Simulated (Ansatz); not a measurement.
# Sb under changes of volume

One of the cells (26.962 Å³/atom); the others are scaled copies at fixed shape and fractional positions:

```
Sb
1.0
    -1.57654    1.57654    2.71194
     1.57654   -1.57654    2.71194
     1.57654    1.57654   -2.71194
Sb
1
Direct
  0.00000 0.00000 0.00000
```

This isn't the form of Sb at room conditions, which is rhombohedral.

- Program: Ansatz 0.2.0
- Functional: PBE
- Potentials or basis: all-electron LAPW, scalar-relativistic
- Cutoff: 201 eV (chosen from the basis error)
- Basis error allowed: 0.0005 eV/atom
- k mesh: 12 × 12 × 12
- Occupations: fermi-dirac, width 0.05 eV
- Spin: no spin polarisation

```csv
volume (Å³/atom),energy over the lowest point (meV/atom),pressure (GPa)
25.344,44.49,6.6
25.883,25.46,4.8
26.423,12.08,3.2
26.962,?,?
27.501,0.00,0.5
28.040,0.29,-0.6
28.580,4.20,-1.6
```

Problem. What does the run at 26.962 Å³/atom give?

Solution. Energy over the lowest point 3.77 meV/atom; pressure 1.8 GPa.

Worked out: A Birch-Murnaghan fit of order 3 (a polynomial in V^(-2/3)) to the other rows has its minimum at 27.73 Å³/atom with B0 = V·E''(V) = 59 GPa and B' = 4.7 at fixed shape and positions, which overstates the stiffness. It gives 3.78 meV/atom at 26.962 Å³/atom, against the run's 3.77, and -dE/dV = 1.8 GPa, against 1.8.

Energies are extrapolated to zero smearing.
